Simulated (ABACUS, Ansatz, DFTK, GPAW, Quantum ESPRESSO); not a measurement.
Cost and result for the equilibrium volume of KTaO3

```cif
data_structure
_symmetry_space_group_name_H-M 'Pm-3m'
_symmetry_Int_Tables_number 221
_cell_length_a 3.9883
_cell_length_b 3.9883
_cell_length_c 3.9883
_cell_angle_alpha 90.000
_cell_angle_beta 90.000
_cell_angle_gamma 90.000
_cell_volume 63.44
loop_
_atom_site_label
_atom_site_type_symbol
_atom_site_symmetry_multiplicity
_atom_site_Wyckoff_symbol
_atom_site_fract_x
_atom_site_fract_y
_atom_site_fract_z
_atom_site_occupancy
Ta1 Ta 1 a 0.00000 0.00000 0.00000 1
K1 K 1 b 0.50000 0.50000 0.50000 1
O1 O 3 d 0.00000 0.00000 0.50000 1
```

| rung | level | program and potentials | cutoff (eV) | k mesh | smearing | core time | chip | equilibrium volume (Å³/atom) | miss | notes |
| --- | --- | --- | --- | --- | --- | --- | --- | --- | --- | --- |
| GGA | PBEsol | ABACUS, PseudoDojo NC SR 0.4.1 PBEsol standard, plane waves | 1143 | 7 × 7 × 7 | fermi-dirac 0.05 | 2.8 min | AMD EPYC 9R45 Zen 5 | 12.58 | -0.9 % | - |
| LDA | LDA | GPAW, PAW data sets generated for this functional | 800 | 6 × 6 × 6 | fermi-dirac 0.05 | 2.8 min | Intel Xeon 6975P-C Granite Rapids | 12.30 | -3.1 % | - |
| GGA + dispersion | PBE+D4 | GPAW, GPAW PAW data sets (gpaw-data 1.2.1) | 800 | 6 × 6 × 6 | fermi-dirac 0.05 | 3 min | Intel Xeon 6975P-C Granite Rapids | 12.96 | +2.1 % | - |
| non-local van der Waals functional | BEEF-vdW | GPAW, GPAW PAW data sets (gpaw-data 1.2.1) | 800 | 6 × 6 × 6 | fermi-dirac 0.05 | 3 min | Intel Xeon 6975P-C Granite Rapids | 13.23 | +4.3 % | potentials made for PBE |
| GGA | PBEsol | ABACUS, PseudoDojo NC SR 0.4 PBEsol stringent, plane waves | 1796 | 6 × 6 × 6 | fermi-dirac 0.05 | 4.5 min | AMD EPYC 9R45 Zen 5 | (a) | ? | fit through 4 volumes |
| GGA | PBE | Ansatz, all-electron LAPW, scalar-relativistic | - | 7 × 7 × 7 | fermi-dirac 0.05 | 5.1 min | Intel Xeon | (b) | ? | - |
| LDA | LDA | Quantum ESPRESSO, GBRV 1.5 LDA | 762 | 7 × 7 × 7 | fermi-dirac 0.05 | 6.8 min | Arm Neoverse V2 | (c) | ? | - |
| GGA | PBE | ABACUS, PseudoDojo NC SR 0.4.1 PBE standard, plane waves | 1143 | 7 × 7 × 7 | fermi-dirac 0.05 | 7.1 min | Intel Xeon Platinum 8175M Skylake/Cascade Lake | 12.97 | +2.2 % | - |
| LDA | LDA | GPAW, the program's PAW data sets (release 1.2.1) made for this functional | 800 | 7 × 7 × 7 | fermi-dirac 0.05 | 9.6 min | Intel Xeon Skylake/Cascade Lake | 12.30 | -3.1 % | - |
| GGA | PBE | DFTK, PseudoDojo SR PBE 0.4.1 standard (PBE) | 1143 | 7 × 7 × 7 | fermi-dirac 0.05 | 19 min | Intel Xeon Platinum 8488C Sapphire Rapids | 12.97 | +2.2 % | - |
| GGA | PBEsol | DFTK, PseudoDojo SR PBEsol 0.4.1 standard (PBEsol) | 1143 | 7 × 7 × 7 | fermi-dirac 0.05 | 32 min | Intel Xeon Platinum 8259CL Skylake/Cascade Lake | 12.58 | -0.9 % | - |

Times are single runs on shared hosts and different chips, so they are rough; meshes, cutoffs and the tasks' sizes weigh on the time. Task: equation of state. All rows: no spin polarisation. Smearing widths are in eV. Meshes differ between rows, which moves values too. Meshes are those of the run's cell of 5 atoms unless a note names another. Misses use the values as printed. Runs on faulty files, with rough fits or with known faults for this quantity aren't shown. No row holds spin-orbit coupling.

Measured: 12.69 Å³/atom (a printed reference work). The runs are for a static lattice.

**Question.** Estimate the values left out from the other rows.

**Answer.** (a) 12.63 Å³/atom, miss -0.5 %; (b) 13.04 Å³/atom, miss +2.8 %; (c) 12.39 Å³/atom, miss -2.4 %.
